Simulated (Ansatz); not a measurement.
KBr (Fm-3m), an elastic constant from a strain scan

Level of theory: DFT PBE, scalar-relativistic, plane waves, PAW in Ansatz. The runs took a 420 eV cutoff, a Γ-centred 6×6×6 mesh and Gaussian smearing (0.05 eV). No spin polarisation. Energies are free energies at this smearing, counted from the undisturbed cell; pressure is positive in compression.

The starting cell (as given, not relaxed at this level; it stands at 0.8 GPa):

```xyz
2
Lattice="0.0000 3.2925 3.2925 3.2925 0.0000 3.2925 3.2925 3.2925 0.0000" Properties=species:S:1:pos:R:3 pbc="T T T"
K     0.0000    0.0000    0.0000
Br    3.2925    3.2925    3.2925
```

The cell is strained by ε times the Voigt pattern (0, 0, 0, 1, 0, 0) (xx, yy, zz, yz, xz, xy; engineering shear) with fractional coordinates fixed. The cell holds 2 atoms in V0 = 71.39 Å³. The stress column is τ = (1/V0) dE/dε, got from the stress tensor σ (compression positive) at each point as −det(1 + εP) σ : P(1 + εP)⁻¹, with P the pattern as a tensor.

| ε | ΔE (meV/atom) | τ (GPa) |
| --- | --- | --- |
| -0.0875 | 4.633 | -0.481 |
| -0.0750 | 3.394 | -0.410 |
| -0.0625 | 2.350 | -0.340 |
| -0.0500 | 1.502 | -0.271 |
| -0.0375 | 0.843 | -0.202 |
| -0.0250 | 0.374 | -0.135 |
| -0.0125 | 0.094 | -0.067 |
| 0.0000 | 0.000 | 0.000 |
| 0.0125 | 0.094 | 0.067 |
| 0.0250 | 0.374 | 0.135 |
| 0.0375 | 0.843 | 0.202 |
| 0.0500 | 1.502 | 0.271 |
| 0.0625 | 2.350 | 0.340 |
| 0.0750 | 3.394 | 0.410 |
| 0.0875 | 4.633 | 0.481 |
| 0.1000 | ? | ? |

Task: Which combination of elastic constants does this scan measure, and how large is it?

Result: For small ε, τ = τ0 + Kε with K = pᵀCp, which for this pattern is C44 in the cubic axes. The parabola through τ at ε = -0.0125, 0 and 0.0125 has slope K = 5.4 GPa at zero. The energies per cell, E = NΔE, of the wider pair ε = ±0.0250 give K = 2[E(ε₊)/ε₊ − E(ε₋)/ε₋]/[(ε₊ − ε₋)V0] = 5.4 GPa, in agreement. The start is under stress, which shifts K from the elastic constant by about the size of that stress.

Task: Predict the withheld row at ε = 0.1000 from the harmonic law, and compare.

Result: ΔE = V0(τ0 ε + Kε²/2)/N = 5.985 meV/atom and τ = 0.54 GPa. The calculation gives 6.072 meV/atom and 0.55 GPa, a miss of 1.5 % of the harmonic energy, so the harmonic law still holds here.